Iridium is a metal whose 5d states lie on both sides of the Fermi energy, the energy up to which electrons fill the levels. Which levels are filled depends on the wave vector, that is, on how the phase of the electron wave changes from atom to atom. The table gives levels of non-magnetic fcc iridium from a density-functional (PBE) calculation with the program exciting (sodium is the name of its release, not the material) without spin–orbit coupling, at several wave vectors and in eV from the Fermi energy.

Kohn–Sham levels of non-magnetic fcc iridium (one-atom primitive cell, nearest neighbours at 2.709 Å), calculated with exciting sodium using PBE and all-electron LAPW+lo, without spin–orbit coupling. The k mesh is 12×12×12, with Gaussian smearing of 0.024 eV and rgkmax 9. Energies are counted from the Fermi energy.

```csv
point a (reciprocal cell vector),point b (reciprocal cell vector),point c (reciprocal cell vector),level point (row),level under 4 (eV),level under 3 (eV),level under 2 (eV),level under 1 (eV),level over 1 (eV),level over 2 (eV)
0.0000,0.0000,0.0000,1,-3.96,-3.96,-1.244,-1.244,13.558,19.099
0.3333,0.0000,0.0000,2,-3.75,-3.56,-0.262,-0.262,11.234,15.069
0.5000,0.0000,0.0000,3,-8.21,-4.07,-4.071,-0.807,0.893,0.893
0.2500,0.2500,0.0000,?,?,?,?,?,?,?
0.3333,0.3333,0.0000,5,-6.75,-2.21,-0.546,-0.546,0.269,15.159
0.4167,0.4167,0.0000,6,-49.68,-49.68,-7.859,-7.269,0.137,0.695
0.7500,0.5000,0.2500,7,-6.36,-4.96,-4.955,-1.872,1.490,8.199
```

Point a, point b and point c are the components of the wave vector along the three reciprocal cell vectors. Level under 1 is the highest level below the Fermi energy and level over 1 the lowest above it; the other columns count outward from there. The point Γ is $(0,0,0)$ and X is $(0.5,0.5,0)$. Rows 1, 4, 5 and 6 therefore lie on one straight line, at the fractions $q=0$, $1/2$, $2/3$ and $5/6$ of the way from Γ to X.

**(a) Which levels on this line belong together, and why do they rise or fall?**

*Solution.* A column is not a band. When a band passes through the Fermi energy, every level under it moves to another column. In row 6 only two valence levels remain filled, and the next entries down, near -50 eV, are core-like states, far below the valence bands. The bands have to be traced by symmetry, by degeneracy and by counting electrons.

A chain of atoms with one orbital each shows what to look for. Along Γ–X the crystal is a stack of square atomic layers, and each layer plays the part of one atom in the chain. At Γ all layers carry the wave in phase; at X the sign alternates from layer to layer. An orbital that bonds to the next layer when in phase must become antibonding at X, so its level rises. The analogy holds as long as one orbital keeps to itself, and it weakens when orbitals of the same symmetry mix.

At Γ the d states form a threefold level at -3.96 eV, of which two members appear in the table, and a twofold level at -1.244 eV. Take $z$ along the line. The xz and yz orbitals come from the threefold level and point their lobes straight at atoms in the next layer, so they should rise steeply as a degenerate pair. The x²-y² orbital comes from the twofold level and its lobes point at none of those atoms. Its different kinds of overlap with them partly cancel, so it should rise more gently. Between Γ and row 5 the pair climbs by $-0.546+3.96\approx3.4$ eV and the x²-y² level by $0.269+1.244\approx1.5$ eV, which fits this picture.

The other member of the twofold level, z², behaves differently. Alone it would fall towards X, because in-phase layers are antibonding for it. A broad s band rises from below, has the same symmetry and mixes with it. The two bands avoid crossing, so the upper one first follows z² down and then turns upward with the s band.

This accounts for a level that dips to -2.21 eV in row 5 and reaches 0.137 eV in row 6. The climb of 2.35 eV is close to the 2.56 eV that a free electron would gain over the same stretch. The climb thus looks like that of a nearly free electron, but it cannot settle the assignment: if the band lay at 0.695 eV in row 6 instead, it would climb by 2.9 eV, which is not much further off. The orbital names remain an inference from symmetry and energy. The remaining d band, xy, falls towards X and is already far below the levels that matter here.

**(b) Forecast the six levels of row 4, with a range for each.**

*Solution.* For a chain with hopping to the next layer and to the one after it, the energy is

$$E(q)=A+B\cos\pi q+C\cos2\pi q .$$

$A$ is the average level, $B$ measures the coupling to the next layer and $C$ the coupling to the second layer. Three known points fix the three constants. Halfway to X the first cosine vanishes and the second equals -1, so the forecast is simply $A-C$.

The x²-y² band can be worked in full. Its levels are taken as -1.244 eV in row 1, 0.269 eV in row 5 and 0.695 eV in row 6. At $q=2/3$ both cosines equal $-1/2$, so the first two levels give

$$A=\frac{-1.244+2\times0.269}{3}=-0.235\ \text{eV},\qquad B+C=-1.009\ \text{eV}.$$

With next-layer coupling alone, row 6 would lie at $-0.235+0.866\times1.009=0.64$ eV, where $0.866=\sqrt3/2$. The table has 0.695 eV, so the second-layer term is small: $C=(0.695-0.64)/(0.866+0.5)\approx0.04$ eV. The forecast for level under 1 is therefore $-0.235-0.04\approx-0.28$ eV, with a range of ±0.2 eV.

This forecast depends on the assignment made in part (a). Suppose the level at 0.137 eV in row 6 were x²-y² instead. The same formula would then put x²-y² above the Fermi energy in row 4, and every column would shift by one. The steady rise of x²-y² favours the assignment made here, because in the other reading the band would have to turn down again between row 5 and row 6. That is a reason, not a proof.

The xz/yz pair follows the same formula, with one weak point. In row 6 the table shows only the lower of the pair and x²-y², at 0.695 eV. Neither can lie below that bound, so it was used for x²-y² and is used for the pair as well, although one of them may lie higher. Next-layer coupling alone would give only 0.29 eV there, so the curve for the pair needs a larger second-layer term, which may also stand in for mixing with other orbitals. The forecast for levels under 2 and under 3 is a degenerate pair at -2.0 ± 0.3 eV. If the pair lies higher than the bound in row 6, its level in row 4 should be lower.

The mixed z²–s band stretches the chain picture, because mixing makes the effective coupling reach over many layers. Two smooth curves were drawn through its levels in rows 1, 5 and 6. The two-cosine formula gives -3.8 eV in row 4, and a polynomial in $q^2$ and $q^4$ gives -2.6 eV. Their average is the forecast for level under 4, -3.2 ± 0.8 eV. The band should thus dip well below its value at Γ.

All six s and d bands should then be filled, and the next level belongs to the states far above them. Those upper bands are not identified, so their forecasts are rough. A single cosine through 13.558 eV at Γ and 15.159 eV in row 5 gives 14.6 ± 1.5 eV for level over 1. For level over 2, the midpoint between 19.099 eV at Γ and 15.159 eV in row 5 gives 17.1 ± 2 eV. All these ranges are judgements about the method, not statistical errors.

**(c) Compare the forecasts with the calculation and explain the hits and misses.**

*Solution.* The computed levels of row 4, which entered none of the curves, are these.

The withheld rows as computed:

```csv
point a (reciprocal cell vector),point b (reciprocal cell vector),point c (reciprocal cell vector),level point (row),level under 4 (eV),level under 3 (eV),level under 2 (eV),level under 1 (eV),level over 1 (eV),level over 2 (eV)
0.2500,0.2500,0.0000,4,-3.12,-1.94,-1.938,-0.275,17.742,18.071
```

The filled levels agree with the forecasts in order, degeneracy and energy. The highest lies at -0.275 eV, as the x²-y² curve had it, and the pair lies at -1.94 eV. With x²-y² filled, the other reading of row 6 loses its support, since it required this level to be empty. The x²-y² band therefore meets the Fermi energy between row 4 and row 5. The xz/yz pair and the z²–s band follow between row 5 and row 6, so on this line the empty d states lie on the side of X.

The agreement of the x²-y² level, within a hundredth of an eV, is much closer than its range promised. It should not be read as the accuracy of the method. Three points determine three constants exactly, so the curve had no chance to reveal its own error before row 4 was computed. What the result does support is the simpler statement that this band is smooth and governed mainly by the coupling of neighbouring layers.

The z²–s level at -3.12 eV needs even more care. The average of the two curves lies close to it, yet each curve alone misses by more than half an eV, one too low and the other too high. Their errors nearly cancel. The computed value confirms the dip that the avoided crossing suggests, but it favours neither formula for the shape of the band.

Level over 1 is a clear miss. It was forecast at 14.6 eV and computed at 17.74 eV, which is 3.1 eV higher and about twice the stated half-range away. The computed value also lies above both levels that the interpolation used. The lowest level above the d bands must therefore rise on leaving Γ and come down again by row 5, and a single cosine through two points has no room for such a maximum.

The likely reason is that the two end levels belong to different bands. One band would rise from Γ, while another comes down towards X and takes over as the lowest. Free-electron theory supplies candidates for the second: some of the waves diffracted by the lattice lose kinetic energy as X is approached. The six levels per row do not settle which bands cross, so this remains a conjecture. Level over 2, at 18.07 eV, falls within its range, but this is a weak test. The range is wide, and the midpoint joined the second level above the d bands at Γ to the lowest such level in row 5.

The contrast between the two groups of levels is instructive. For the d bands, the shape of the orbitals says which levels to join before any curve is drawn. For the upper bands no such guide was used, and that is where the forecast failed. The wide interval above the filled d levels in row 4 is a spacing at one wave vector, not a band gap, and iridium remains a metal.

For another fcc transition metal, the first step is the same. The bands have to be traced by symmetry and degeneracy before a curve is drawn through them. The number of valence electrons then decides where the Fermi energy cuts the bands.

For real iridium, spin–orbit coupling has to be added before the finer positions are trusted. It splits the xz/yz pair and shifts 5d levels by tenths of an eV, as much as the distance of the highest filled level in row 4 from the Fermi energy. The forecasts and their success concern the calculation without it.
